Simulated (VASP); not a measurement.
Wanted: the native input for a VASP 6.6.1 run.

```
Task                   : relaxation of cell and atoms
Functional             : PBE
Potentials or basis    : VASP PAW PBE potentials, release 64 (Ga, As)
Cutoff                 : 520 eV
k mesh                 : 10 × 10 × 10
Occupations            : gaussian, width 0.02 eV
Spin                   : no spin polarisation
Further INCAR settings : ALGO = Normal; EDIFF = 1e-07; IBRION = 2; EDIFFG = -0.002; NSW = 80; ISIF = 3
```

The structure of GaAs lies in POSCAR:

```
GaAs                                    
1.0
    0.0000000000      2.8808376414      2.8808376414
    2.8808376414      0.0000000000      2.8808376414
    2.8808376414      2.8808376414      0.0000000000
  Ga              As            
     1     1
Direct
     0.0000000000000000    0.0000000000000000    0.0000000000000000
     0.2500000000000000    0.2500000000000000    0.2500000000000000
```

These files were run (other wordings do the same):

INCAR

```
PREC     = Accurate       # precision mode
ENCUT    = 520            # plane-wave cutoff, eV
EDIFF    = 1E-7           # SCF threshold, eV
ISMEAR   = 0              # smearing method
SIGMA    = 0.02           # smearing width, eV
LREAL    = F              # projectors in reciprocal space
LASPH    = T              # aspherical terms in the spheres
NELM     = 100            # most SCF steps
ALGO     = Normal         # electronic algorithm
ISIF     = 3              # what is computed and relaxed
LWAVE    = F              # write WAVECAR
LCHARG   = F              # write CHGCAR
GGA      = PE             # functional
IBRION   = 2              # ionic algorithm
NSW      = 80             # ionic steps
EDIFFG   = -0.002         # ionic threshold
```

KPOINTS

```
Automatic mesh
0
Gamma
  10 10 10
```

Potentials or basis: VASP PAW PBE potentials, release 64 (Ga, As).

Launch:

```sh
$ cat potpaw_PBE.64/Ga/POTCAR potpaw_PBE.64/As/POTCAR > POTCAR
$ mpirun -np 1 vasp_std > vasp.out
```

Results of the run:

The pressure after relaxing is 0.0 GPa. The band gap on the k mesh is 0.16 eV, direct.

Caveat: the relaxation stopped at its first step, so nothing moved.

Run time: 12 s on 1 thread of AMD EPYC 9R45 96-Core Processor (Zen 5) (shared host), peak memory 0.15 GiB.
